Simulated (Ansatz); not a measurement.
Input and command of a calculation in Ansatz (plane waves; scalar-relativistic PAW potentials unless the input names others):

```yaml
crystal:
  lattice:
    - [2.880910576, 0.0, 0.0]
    - [-1.440455288, 2.4949417448, 0.0]
    - [0.0, 0.0, 5.2091024115]
  atoms:
    - { symbol: Ta, position: [0.66666667, 0.33333333, 0.75] }
    - { symbol: Ta, position: [0.33333333, 0.66666667, 0.25] }
basis:
  ecutwfc: 420
kpoints:
  mp_grid: { grid: [15, 14, 9] }
hamiltonian:
  xc: pbe
scf:
  occupations: { method: gaussian, width: 0.1 }
  max_iter: 60
output:
  forces: true
  eigenvalues: true
  stress: true
```

```bash
ansatz run input.yaml --threads 1 --pin off --max-ram 1331MiB --backend cpu --events-out ev --progress --plain --runs-dir out
```

Abridged log:
```
Warning: crystal.symmetry: narrowed to the stabiliser of the k-point mesh — unitary ops 24 → 4; excluded 20 operations that carry a point of the 15×14×9 mesh (shift [0, 0, 0]) off the mesh (the run samples exactly the mesh kpoints.mp_grid names, as under crystal.symmetry.detect: false, and its converged state has the mesh's symmetry, not the crystal's; ε∞, the Born charges and the force constants of a linear response (`dielectric:` by the response, `phonons.method: dfpt`) are averaged over those of the crystal's operations that the state keeps within a tolerance, where `mesh_tensors`, `unavera ...
Basis set: ecut = 420 eV, 725 PW (Γ), exchange–correlation on 40×40×72 points (8 copies of the dense FFT grid, shifted against one another)
Bands: 17, of which v1, the nominal top of the filled ones, is band 13 counted from 1 (12 counted from 0)
Symmetry: 4 space group operations
k-points: 530 of 1890
SCF iter   1: F=—  HF=-19863.944670 eV  |F-HF|=—  |Δ(HF+E_count)|=         —  Δρ=5.90e-3  dr2=1.01e-2  ethr=1.77e-3  ⟨swp⟩=5.2  Hψ=40089  notcnv=0
SCF iter   2: F=—  HF=-19863.943179 eV  |F-HF|=—  |Δ(HF+E_count)|=   1.49e-3  Δρ=3.67e-3  dr2=4.48e-3  ethr=3.88e-5  ⟨swp⟩=1.4  Hψ=13924  notcnv=0
SCF iter   3: F=—  HF=-19863.942074 eV  |F-HF|=—  |Δ(HF+E_count)|=   1.11e-3  Δρ=4.76e-4  dr2=3.87e-5  ethr=1.72e-5  ⟨swp⟩=2.0  Hψ=11632  notcnv=0
SCF iter   4: F=—  HF=-19863.942091 eV  |F-HF|=—  |Δ(HF+E_count)|=   1.67e-5  Δρ=1.23e-4  dr2=3.10e-6  ethr=1.49e-7  ⟨swp⟩=2.8  Hψ=17234  notcnv=0
SCF iter   5: F=-19863.942091 eV  HF=-19863.942091 eV  |F-HF|=3.79e-9  |Δ(HF+E_count)|=   2.63e-7  Δρ=2.08e-5  dr2=7.20e-8  ethr=1.19e-8  ⟨swp⟩=1.0  Hψ=9036  notcnv=0
SCF iter   6: F=-19863.942091 eV  HF=-19863.942091 eV  |F-HF|=1.14e-9  |Δ(HF+E_count)|=   1.31e-8  Δρ=4.69e-6  dr2=3.79e-9  ethr=2.77e-10  ⟨swp⟩=2.6  Hψ=30297  notcnv=0
SCF 1 converged in 6 iterations: F = -19863.942091 eV  dr2 = 3.79e-9
SCF converged after 6 iterations
Free energy (F): -19863.942091 eV
Harris-Foulkes:  -19863.942091 eV  (|F-HF|=1.14e-9)
Internal energy: -19863.930367 eV  (E = F + TS)
E sigma→0 (E₀):  -19863.936229 eV
Entropy (-TS):   -0.011724 eV (-5.862 meV/atom)
Fermi energy:    18.250257 eV
--- Forces (eV/Å), atoms counted from 1 ---
  atom   1  Ta     0.00055061    -0.00093500     0.00000000
  atom   2  Ta    -0.00055061     0.00093500     0.00000000
--- Stress (GPa, compression-positive) ---
        1.656698      -0.020083       0.000000
       -0.020083       2.066225       0.000000
        0.000000       0.000000      -2.510079
  P = ⅓ Tr σ = 0.4043 GPa (4.043 kbar)
```

One setting here is unusual or wrong in general: a mesh that breaks the symmetry (kpoints.mp_grid.grid: [15, 15, 8] → [15, 14, 9]). For this cell it did little harm to the result: the run converged in 6 SCF iterations (reference: 6) with an energy at zero smearing 0.90 meV/atom above the reference's, pressure 0.40 GPa, largest force 0.001 eV/Å, no gap on the mesh. The program drops the symmetry operations that the mesh breaks, which leaves more k-points to solve, 530 here. The stress tensor, though, breaks the crystal's symmetry by up to 0.20 GPa, which comes from the mesh. A reference run from the same start on usual settings converged with pressure 0.32 GPa, largest force 0.000 eV/Å, no gap on the mesh.